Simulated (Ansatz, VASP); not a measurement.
Ir: VASP beside Ansatz

Contents of POSCAR:

```
Ir
1.0
    0.0000000000      1.9473412254      1.9473412254
    1.9473412254      0.0000000000      1.9473412254
    1.9473412254      1.9473412254      0.0000000000
Ir
1
Direct
    0.0000000000      0.0000000000      0.0000000000
```

The input INCAR.step1:

```
SYSTEM = Ir
  ALGO = Normal
  EDIFF = 1E-4
  ENCUT = 520
  GGA = PE
  ISMEAR = 0
  LASPH = .True.
  LCHARG = .False.
  LREAL = .False.
  LWAVE = .True.
  NBANDS = 10
  NELM = 80
  PREC = Accurate
  SIGMA = 0.05
```

File INCAR.step2:

```
SYSTEM = Ir
  ALGO = Normal
  EDIFF = 1E-6
  ENCUT = 520
  ISIF = 2
  ISMEAR = 0
  ISTART = 1
  LASPH = .True.
  LCHARG = .True.
  LELF = .True.
  LMIXTAU = .True.
  LREAL = .False.
  LVHAR = .True.
  LWAVE = .False.
  METAGGA = R2SCAN
  NBANDS = 10
  NELM = 80
  PREC = Accurate
  SIGMA = 0.05
```

The input KPOINTS:

```
k-points
0
Gamma
  20 20 20
  0 0 0
```

Input for Ansatz:

```yaml
crystal:
  lattice:
    - [0.0, 1.9473412256, 1.9473412256]
    - [1.9473412256, 0.0, 1.9473412256]
    - [1.9473412256, 1.9473412256, 0.0]
  atoms:
    - { symbol: Ir, position: [0.0, 0.0, 0.0] }
basis:
  ecutwfc: 500
  ecutrho_ratio: 4
kpoints:
  mp_grid: { grid: [20, 20, 20] }
hamiltonian:
  xc: r2scan
scf:
  occupations: { method: gaussian, width: 0.05 }
output:
  forces: true
  stress: true
  eigenvalues: true
```

Alike in both runs: task single point; functional r2SCAN; k mesh 20 × 20 × 20; occupations gaussian, width 0.05 eV; no spin polarisation.

|  | VASP | Ansatz |
| --- | --- | --- |
| version | VASP 6.6.1 | Ansatz 0.2.0 |
| potentials or method | VASP PAW PBE potentials, release 64 (Ir) | scalar-relativistic, plane waves, PAW |
| plane-wave cutoff (eV) | 520 | 500 |
| valence electrons in the cell | 9 | 17 |

|  | VASP | Ansatz | Ansatz less VASP |
| --- | --- | --- | --- |
| gap on the k mesh at the Fermi level (eV) | none | none | - |
| pressure (GPa) | -11.5 | -13.5 | -2.02 |

A gap of «none» marks a metal or a gap that the smearing closes. With one functional, cell and mesh, what is left measures potentials, basis and numerics. The two sets of potentials don't hold the same shells in valence.

Caveats: the PAW data sets were made with another functional, which shifts forces and pressure a little (VASP). The runs have no spin-orbit coupling, so splittings on Ir are missing.
